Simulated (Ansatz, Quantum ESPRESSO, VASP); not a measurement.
HgTe: 8 runs at one level of theory

```
Hg Te
1.0
     0.00000    3.21450    3.21450
     3.21450    0.00000    3.21450
     3.21450    3.21450    0.00000
Hg Te
1 1
Direct
  0.00000 0.00000 0.00000
  0.75000 0.75000 0.75000
```

Alike in all runs: task band structure; functional PBE; k mesh 7 × 7 × 7; occupations fermi-dirac, width 0.05 eV; no spin polarisation; no spin-orbit coupling. Pressure is positive in compression and, in plane waves, holds the error of the finite cutoff, which Ansatz's Pulay term estimates and takes out.

```
                                program and potentials  plane-wave cutoff (eV)                                                                      notes  pressure (GPa)
           VASP, PBE PAW files Hg_sv_GW, Te_GW, 600 eV                     600                                    13 valence electrons an atom on average            4.47
        Ansatz, all-electron LAPW, scalar-relativistic                       -                                                                          -            4.56
           VASP, PBE PAW files Hg_sv_GW, Te_GW, 550 eV                     550                                    13 valence electrons an atom on average            4.35
Ansatz, Ansatz PAW (files of its older set among them)                    1000                                    18 valence electrons an atom on average            4.58
              Ansatz, PseudoDojo stringent (PBE files)                    1450                                    22 valence electrons an atom on average            4.51
                                       Ansatz, SPMS NC                     680  18 valence electrons an atom on average; Pulay term of +0.08 GPa included            4.57
                        Quantum ESPRESSO, SG15 PBE 1.2                     952                                    18 valence electrons an atom on average            4.64
        VASP, PBE PAW files Hg, Te, release 54, 500 eV                     500                                     9 valence electrons an atom on average            4.65
```

The pressure spans 4.35 (VASP, PBE PAW files Hg_sv_GW, Te_GW, 550 eV) to 4.65 GPa (VASP, PBE PAW files Hg, Te, release 54, 500 eV), with all-electron results at 4.56.

The functional is the same throughout but for its coding, so the spread measures potentials, basis and numerics; runs on potential files found faulty are left out.
